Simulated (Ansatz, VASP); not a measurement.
CdSe in VASP and in Ansatz

```xyz
2
Lattice="3.6266 0.0000 0.0000 0.0000 3.6266 0.0000 0.0000 0.0000 3.6266" Properties=species:S:1:pos:R:3 pbc="T T T"
Cd    1.8133    1.8133    1.8133
Se    0.0000    0.0000    0.0000
```

The cell was built by a generator and needn't be a form met in nature.

Alike in both runs: task single point; functional PBE; k mesh 8 × 8 × 8; occupations fermi-dirac, width 0.05 eV; no spin polarisation.

|  | VASP | Ansatz |
| --- | --- | --- |
| version | VASP 6.6.1 | Ansatz 0.2.0 |
| potentials or method | VASP PAW PBE potentials, release 64 (Cd, Se) | Ansatz PAW |
| plane-wave cutoff (eV) | 520 | 420 |
| valence electrons in the cell | 18 | 36 |

|  | VASP | Ansatz | Ansatz less VASP |
| --- | --- | --- | --- |
| gap on the k mesh at the Fermi level (eV) | none | none | - |
| pressure (GPa) | -2.7 | -2.9 | -0.20 |

A gap of «none» marks a metal or a gap that the smearing closes. The two sets of potentials don't hold the same shells in valence.
